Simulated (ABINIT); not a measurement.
The system is KCl (Sylvite).

```
K Cl
1.0
     0.00000    3.14647    3.14647
     3.14647    0.00000    3.14647
     3.14647    3.14647    0.00000
K Cl
1 1
Direct
  0.00000 0.00000 0.00000
  0.50000 0.50000 0.50000
```

- Program: ABINIT 10.8.3 (patched build)
- Task: relaxation of cell and atoms
- Functional: PBE
- Potentials or basis: PseudoDojo NC SR PBE v0.4.1 standard
- Cutoff: 1007 eV
- k mesh: 5 × 5 × 5
- Occupations: fermi-dirac, width 0.05 eV
- Spin: no spin polarisation

At the start: pressure 0.7 GPa; volume 31.15 Å³/atom.

Question: Where does the relaxation end?

Answer: Over 4 steps the energy falls by 2.9 meV/atom and the volume is 32.46 Å³/atom (+4.2 %); space group Fm-3m (No. 225, to 0.05 Å).

The path:
```
step  energy change (eV)  largest force (eV/Å)  pressure (GPa)  volume (Å³)
   1              0.0000                0.0000            0.74        62.30
   2             -0.0006                0.0000            0.70        62.44
   3             -0.0059                0.0000            0.04        64.78
   4             -0.0059                0.0000            0.00        64.93
```

Final structure:
```
CELL_PARAMETERS angstrom
0.00000 3.19009 3.19009
3.19009 0.00000 3.19009
3.19009 3.19009 0.00000
ATOMIC_POSITIONS crystal
K 0.00000 0.00000 0.00000
Cl 0.50000 0.50000 0.50000
```
